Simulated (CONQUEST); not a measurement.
The system is Bi.

```
Bi
1.0
     3.96286    0.00000    0.00000
     0.00000    3.96286    0.00000
     0.00000    0.00000    3.96286
Bi
2
Cartesian
  0.0000 0.0000 0.0000
  1.9814 1.9814 1.9814
```

This isn't the form of Bi at room conditions, which is rhombohedral.

| Item | Value |
| --- | --- |
| Program | CONQUEST 1.3 |
| Task | single point |
| Functional | PBEsol |
| Potentials or basis | PseudoDojo NC PBEsol, DZP, grid cutoff 120 Ha |
| k mesh | 7 × 7 × 7 |
| Occupations | fermi-dirac, width 0.05 eV |
| Spin | no spin polarisation |

On this cell: pressure -0.6 GPa; largest force zero by symmetry; band gap on the k mesh none (metal or under the smearing width).

The same run follows on a disturbed copy (atoms of the box moved at random, drawn with an rms of 0.05 Å):

```
CELL_PARAMETERS angstrom
3.96286 0.00000 0.00000
0.00000 3.96286 0.00000
0.00000 0.00000 3.96286
ATOMIC_POSITIONS crystal
Bi 0.00584 0.00208 0.98866
Bi 0.49047 0.51007 0.48832
```

Question: What does the disturbed cell give?

Answer: The energy (extrapolated to zero smearing) moves by -0.2 meV/atom; pressure -0.5 GPa; largest force 0.017 eV/Å; band gap on the k mesh none (metal or under the smearing width).

Forces on the atoms (eV/Å):
```
Bi  -0.015  0.008 -0.001
Bi   0.011 -0.004 -0.004
```

Caveats: spin-orbit coupling is left out, which moves the levels of the heavy elements; the basis of atomic orbitals isn't converged, which shifts pressures, moduli and gaps; the box holds several primitive cells, so bands are folded and the points are those of the box's own zone (some runs).
